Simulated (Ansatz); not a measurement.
# ¹⁷O quadrupole couplings of several crystals

The numbers come from a DFT calculation in Ansatz (r2SCAN, plane waves and PAW, scalar-relativistic, 500 eV cutoff). Q(¹⁷O) = -25.58 mb, I = 5/2. The cells come from the COD, with the atoms relaxed (PBE, cell held). Calculated pressures reach 3 GPa in size in them. Spin–orbit coupling is left out.

Q: Rank the structures by their largest ¹⁷O |C_Q|, smallest first.
A.
SiO2
Space group P4_2/mnm (No. 136); a = 4.1667, c = 2.6645 Å.

| site | Wyckoff | site symmetry | x | y | z |
| --- | --- | --- | --- | --- | --- |
| Si | 2a | m.mm | 0.0000 | 0.0000 | 0.0000 |
| O | 4f | m.2m | 0.3053 | 0.3053 | 0.0000 |
B.
Al2O3
Space group R-3c:H (No. 167); a = 4.7605, c = 12.9956 Å, γ = 120.00°.

| site | Wyckoff | site symmetry | x | y | z |
| --- | --- | --- | --- | --- | --- |
| Al | 12c | 3. | 0.0000 | 0.0000 | 0.8521 |
| O | 18e | .2 | 0.9731 | 0.3333 | 0.0833 |
C.
SrTiO3
Space group Pm-3m (No. 221); a = 3.9050 Å.

| site | Wyckoff | site symmetry | x | y | z |
| --- | --- | --- | --- | --- | --- |
| Sr | 1a | m-3m | 0.0000 | 0.0000 | 0.0000 |
| Ti | 1b | m-3m | 0.5000 | 0.5000 | 0.5000 |
| O | 3c | 4/mm.m | 0.0000 | 0.5000 | 0.5000 |

A: C (0.985 MHz), B (2.39 MHz), A (6.92 MHz).
